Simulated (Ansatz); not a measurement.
# Relaxing CCl2

These are results of Ansatz 0.2.0, DFT PBE, scalar-relativistic, plane waves, PAW, not measurements. Run with 420 eV cutoff, 9×9×4 k-mesh, Gaussian smearing of 0.02 eV, no spin polarisation.

What was changed in SnBr2: Br → Cl, Sn → C on all its sites, cell and atoms relaxed.

Input:

```yaml
crystal:
  lattice:
    - [3.3205465496, 0.0, 0.0]
    - [-1.6602732748, 2.8756776664, 0.0]
    - [0.0, 0.0, 6.3891532497]
  atoms:
    - { symbol: C, position: [0.0, 0.0, 0.5] }
    - { symbol: Cl, position: [0.6666666667, 0.3333333333, 0.293986957] }
    - { symbol: Cl, position: [0.3333333333, 0.6666666667, 0.706013043] }
basis:
  ecutwfc: 420
kpoints:
  mp_grid: { grid: [9, 9, 4] }
hamiltonian:
  xc: pbe
scf:
  occupations: { method: gaussian, width: 0.02 }
output:
  forces: true
  stress: true
  eigenvalues: true
relax:
  adjacent_minimum: "off"
  f_tol: 0.01
  max_steps: 60
  cell: { stress_tol: 0.1 }
```

F is the free energy. Steps run on the plane waves of an earlier cell, but the last one, and at times one on the way, on a freshly chosen basis, so a repeated geometry can differ a little in energy.

Steps:

```tsv
step	F − F(1) (eV)	largest force component (eV/Å)	V (Å³/atom)	P (GPa)
1	0.0000	0.010	20.336	0.07
2	-0.0003	0.013	20.390	0.04
3	-0.0006	0.016	20.641	0.02
4	-0.0007	0.001	20.985	0.02
5	-0.0015	0.001	20.985	0.04
```

Relaxed structure:

```yaml
crystal:
  lattice:
    - [3.31699, 0.00000, 0.00000]
    - [-1.65850, 2.87260, 0.00000]
    - [0.00000, 0.00000, 6.60720]
  atoms:
    - { symbol: C, position: [0.00000, 0.00000, 0.50000] }
    - { symbol: Cl, position: [0.66667, 0.33333, 0.30033] }
    - { symbol: Cl, position: [0.33333, 0.66667, 0.69967] }
```

Symmetry: P-3m1, No. 164, trigonal system. The conventional cell has a = 3.317 Å, b = 3.317 Å, c = 6.607 Å, α = 90.00°, β = 90.00°, γ = 120.00°. C (site symmetry -3m) is surrounded by 6 Cl at 2.33 Å. Cl (site symmetry 3m) is surrounded by 3 C at 2.33 Å.

The run converged. The run took of the order of 7 core-seconds.